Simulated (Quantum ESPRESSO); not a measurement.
Crystal: BAs.

```
As B
1.0
     0.00000    2.38850    2.38850
     2.38850    0.00000    2.38850
     2.38850    2.38850    0.00000
As B
1 1
Cartesian
  3.5827 3.5827 3.5827
  0.0000 0.0000 0.0000
```

Base run:

* Program: Quantum ESPRESSO 7.5
* Functional: PBE
* Potentials or basis: PseudoDojo 0.4 FR PBE standard
* Cutoff: 1143 eV
* Density cutoff: 4572 eV
* k mesh: 12 × 12 × 12
* Occupations: fixed
* Spin: non-collinear spin, zero start, spin-orbit coupling

Its results: band gap on the k mesh, mean-field level 1.14 eV, indirect (least direct gap 3.09 eV).

Problem. The run is repeated on the same cell with these changes: potentials or basis from PseudoDojo 0.4 FR PBE standard to SG15 PBE 1.2; cutoff from 1143 eV to 952 eV; density cutoff from 4572 eV to 3810 eV; spin from non-collinear spin, zero start, spin-orbit coupling to no spin polarisation; valence electrons from 18 to 8. What comes out?

Solution. Band gap on the k mesh, mean-field level 1.20 eV, indirect (least direct gap 3.29 eV).

A k mesh can miss the band edges.

Not every run made on this cell is shown here.
